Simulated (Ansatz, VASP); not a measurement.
Si3O2 in VASP and in Ansatz

File INCAR:

```
PREC = Accurate
ENCUT = 600
EDIFF = 1E-7
ISMEAR = 0
SIGMA = 0.1
LREAL = F
LASPH = T
NELM = 100
ALGO = Normal
ISIF = 3
LWAVE = F
LCHARG = F
GGA = PE
IBRION = 2
NSW = 90
EDIFFG = -0.04
```

The input KPOINTS:

```
regular mesh
0
Gamma
  4 4 6
```

The input POSCAR:

```
Si3O2
1.0
    4.3536431400      0.0000000000      0.0000000000
    0.0000000000      4.3536431400      0.0000000000
    0.0000000000      0.0000000000      3.6017188900
Si O
3 2
Direct
    0.0000000000      0.0000000000      0.7784332000
    0.0000000000      0.0000000000      0.2215668000
    0.5000000000      0.5000000000      0.5000000000
    0.0000000000      0.5000000000      0.0465951200
    0.5000000000      0.0000000000      0.9534048800
```

Input for Ansatz:

```yaml
crystal:
  lattice:
    - [4.35364314, 0.0, 0.0]
    - [0.0, 4.35364314, 0.0]
    - [0.0, 0.0, 3.60171889]
  atoms:
    - { symbol: Si, position: [0.0, 0.0, 0.7784332] }
    - { symbol: Si, position: [0.0, 0.0, 0.2215668] }
    - { symbol: Si, position: [0.5, 0.5, 0.5] }
    - { symbol: O, position: [0.0, 0.5, 0.04659512] }
    - { symbol: O, position: [0.5, 0.0, 0.95340488] }
basis:
  ecutwfc: 420
kpoints:
  mp_grid: { grid: [4, 4, 6] }
hamiltonian:
  xc: pbe
scf:
  occupations: { method: gaussian, width: 0.1 }
  lower_state_search: "off"
output:
  forces: true
  stress: true
  eigenvalues: true
relax:
  adjacent_minimum: "off"
  f_tol: 0.04
  max_steps: 70
  cell: { stress_tol: 0.4 }
```

Alike in both runs: task relaxation of cell and atoms; functional PBE; k mesh 4 × 4 × 6; occupations gaussian, width 0.1 eV; no spin polarisation.

|  | VASP | Ansatz |
| --- | --- | --- |
| version | VASP 6.6.1 | Ansatz 0.2.0 |
| potentials or method | VASP PAW PBE potentials, release 64 (Si, O) | scalar-relativistic, plane waves, PAW |
| plane-wave cutoff (eV) | 600 | 420 |
| valence electrons in the cell | 24 | 24 |

|  | VASP | Ansatz | Ansatz less VASP |
| --- | --- | --- | --- |
| gap on the k mesh at the Fermi level, each at its own relaxed structure (eV) | none | none | - |
| relaxed volume (Å³/atom) | 10.64 | 13.96 | +3.318 |
| relaxed cell length with the largest relative difference (Å) | 3.015 | 3.497 | +0.4823 |
| energy change over the relaxation (meV/atom) | -2075 | -2151 | -75.8 |

A gap of «none» marks a metal or a gap that the smearing closes. One of these differences is far larger than is usual between the two programs; its cause wasn't traced.

Caveats: the k mesh is coarse (spacing up to 0.36 Å⁻¹), so the values aren't converged; the volume moved by over 15 % at a fixed basis, so the end points are rough (VASP).
